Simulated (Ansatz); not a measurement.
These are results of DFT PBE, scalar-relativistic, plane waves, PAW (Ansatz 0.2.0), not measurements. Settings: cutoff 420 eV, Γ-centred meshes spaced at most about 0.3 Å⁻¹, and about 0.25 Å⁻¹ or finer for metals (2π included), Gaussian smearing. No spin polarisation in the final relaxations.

The zero of energy is the elements' standard structures at the same level (F₂ as a molecule); no fitted shifts are applied.

A relaxed structure of CaF has 18.75 Å³/atom, −2.29 eV/atom against the elements, no gap on its mesh:

```cif
data_structure
_symmetry_space_group_name_H-M 'Fm-3m'
_symmetry_Int_Tables_number 225
_cell_length_a 5.3134
_cell_length_b 5.3134
_cell_length_c 5.3134
_cell_angle_alpha 90.000
_cell_angle_beta 90.000
_cell_angle_gamma 90.000
_cell_volume 150.01
loop_
_atom_site_label
_atom_site_type_symbol
_atom_site_symmetry_multiplicity
_atom_site_Wyckoff_symbol
_atom_site_fract_x
_atom_site_fract_y
_atom_site_fract_z
_atom_site_occupancy
Ca1 Ca 4 b 0.50000 0.00000 0.00000 1
F1 F 4 a 0.00000 0.00000 0.00000 1
```

Q: Predict cell, energy and gap of NaF with the same space group and Wyckoff sites.

A: NaF has a = 4.701 Å: 12.98 Å³/atom, −2.711 eV/atom against the elements, a gap of 6.09 eV on its mesh. The volume per atom changes by -30.8 % and the formation energy by -0.42 eV/atom (from unrounded values). The gap opens. Covalent radii: Ca 1.76 Å, Na 1.66 Å; electronegativities 1.00 and 0.93. The cell follows the size of the atom. Around Na lie 6 F at 2.35 Å; F has 6 Na at 2.35 Å.

Space group Fm-3m (No. 225). a = 4.701 Å, b = 4.701 Å, c = 4.701 Å, α = 90.00°, β = 90.00°, γ = 90.00°
```csv
atom,site,symmetry,x,y,z
Na,4a,m-3m,0.0000,0.0000,0.0000
F,4b,m-3m,0.5000,0.0000,0.0000
```

The two cells were relaxed from separate starts that ended on the same group and sites; neither need be the stable form of its compound. Kohn–Sham gaps at this level usually fall short of measured ones. In CaF Fm-3m an odd number of electrons in the primitive cell allows no gap without spin; a larger cell or a magnetic state could open one. Cells relaxed within their symmetry can be saddle points.
